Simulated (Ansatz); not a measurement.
Input of an Ansatz 0.2.0 run:

The input input.yaml:

```yaml
crystal:
  lattice:
    - [4.105182, 0.0, 0.0]
    - [0.0, 4.105182, 0.0]
    - [0.0, 0.0, 2.891313]
  atoms:
    - { symbol: Cu, position: [0.0, 0.0, 0.0] }
    - { symbol: Al, position: [0.0, 0.5, 0.5] }
    - { symbol: Al, position: [0.5, 0.0, 0.5] }
kpoints:
  mp_grid: { grid: [7, 7, 9] }
  band_path:
    path:
      - [0.0, 0.0, 0.0]
      - [0.0, 0.5, 0.0]
      - [0.5, 0.5, 0.0]
      - [0.0, 0.0, 0.0]
      - [0.0, 0.0, 0.5]
      - [0.0, 0.5, 0.5]
      - [0.5, 0.5, 0.5]
      - [0.0, 0.0, 0.5]
    npoints: 6
scf:
  occupations: { method: fermi_dirac, width: 0.05 }
hamiltonian:
  xc: pbesol
  pseudopotentials: { kind: all_electron, datasets: crystal }
output:
  forces: true
  stress: true
  eigenvalues: true
```

Potentials or basis: all-electron PAW datasets made for the crystal.

Launch:

```bash
$ ansatz run input.yaml --threads 2 --pin off --max-ram 8192MiB --backend cpu --events-out ev --progress --plain --runs-dir out
```

Q: What does it give for the pressure?

A: -2.4 GPa.

Q: What does it give for the band gap along the path?

A: None (metal or under the smearing width).

Stress tensor (GPa, compression positive):
```
-1.92  0.00  0.00
 0.00 -1.92  0.00
 0.00  0.00 -3.27
```
